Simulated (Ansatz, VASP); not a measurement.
InSb in VASP and in Ansatz

File INCAR:

```
SYSTEM = InSb
ALGO = Normal
EDIFF = 1E-8
ENCUT = 520
GGA = PE
ISIF = 2
ISMEAR = -1
LASPH = .TRUE.
LCHARG = .FALSE.
LEFG = .TRUE.
LREAL = .FALSE.
LWAVE = .FALSE.
NBANDS = 16
NELM = 60
PREC = Accurate
SIGMA = 0.05
```

KPOINTS

```
k-points
0
G
  9 9 9
  0 0 0
```

File POSCAR:

```
InSb
1.0
    0.0000000000      3.2605516185      3.2605516185
    3.2605516185      0.0000000000      3.2605516185
    3.2605516185      3.2605516185      0.0000000000
In Sb
1 1
Direct
    0.0000000000      0.0000000000      0.0000000000
    0.7500000000      0.7500000000      0.7500000000
```

Input for Ansatz:

```yaml
crystal:
  lattice:
    - [0.0, 3.2605516185, 3.2605516185]
    - [3.2605516185, 0.0, 3.2605516185]
    - [3.2605516185, 3.2605516185, 0.0]
  atoms:
    - { symbol: In, position: [0.0, 0.0, 0.0] }
    - { symbol: Sb, position: [0.75, 0.75, 0.75] }
kpoints:
  mp_grid: { grid: [9, 9, 9] }
scf:
  occupations: { method: fermi_dirac, width: 0.05 }
hamiltonian:
  xc: pbe
  pseudopotentials: { kind: paw }
output:
  forces: true
  stress: true
  eigenvalues: true
  efg: { contact_densities: true }
```

Change from the starting cell: volume scaled by 1.02, PAW files.

Alike in both runs: task electric field gradients; functional PBE; k mesh 9 × 9 × 9; occupations fermi-dirac, width 0.05 eV; no spin polarisation.

|  | VASP | Ansatz |
| --- | --- | --- |
| version | VASP 6.6.1 | Ansatz 0.2.0 |
| potentials or method | VASP PAW PBE potentials, release 64 (In_d, Sb) | PAW with Ansatz's default frozen-core files, scalar-relativistic |
| plane-wave cutoff (eV) | 520 | 420 |
| valence electrons in the cell | 18 | 28 |

```tsv
	VASP	Ansatz	Ansatz less VASP
pressure (GPa)	2.2	2.2	+0.02
Vzz of the field gradient on the site that differs most (V/Å²)	0.0	0.0	0.00
```

With one functional, cell and mesh, what is left measures potentials, basis and numerics. The two sets of potentials don't hold the same shells in valence. Ansatz warned: «gradients_without_spin_orbit».

Spin-orbit coupling is left out, which matters for the levels of Sb.
